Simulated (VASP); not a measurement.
C:

```
CELL_PARAMETERS angstrom
0.00000 1.78337 1.78337
1.78337 0.00000 1.78337
1.78337 1.78337 0.00000
ATOMIC_POSITIONS crystal
C 0.75000 0.75000 0.75000
C 0.50000 0.50000 0.50000
```

This isn't the form of C at room conditions, which is graphite.

Base run:

| Property | Result |
| --- | --- |
| Program | VASP 6.6.1 |
| Functional | M06-L |
| Potentials or basis | VASP PAW PBE potentials, release 64 (C) |
| Cutoff | 520 eV |
| k mesh | 13 × 13 × 13 |
| Occupations | fermi-dirac, width 0.05 eV |
| Spin | no spin polarisation |

Its results: pressure -7.7 GPa.

The run is repeated on the same cell with these changes: functional from M06-L to PBEsol0; k mesh from 13 × 13 × 13 to 7 × 7 × 7. What comes out?

Pressure -11.6 GPa.

Several settings changed at once, so the effect can't be laid on one alone.

Caveats: some runs use coarse meshes; the PAW data sets were made with another functional, which shifts forces and pressure a little; an unscreened hybrid on a path of extra k points without a Coulomb cutoff has errors near the mesh points, so the bands along the path aren't reliable (some runs).
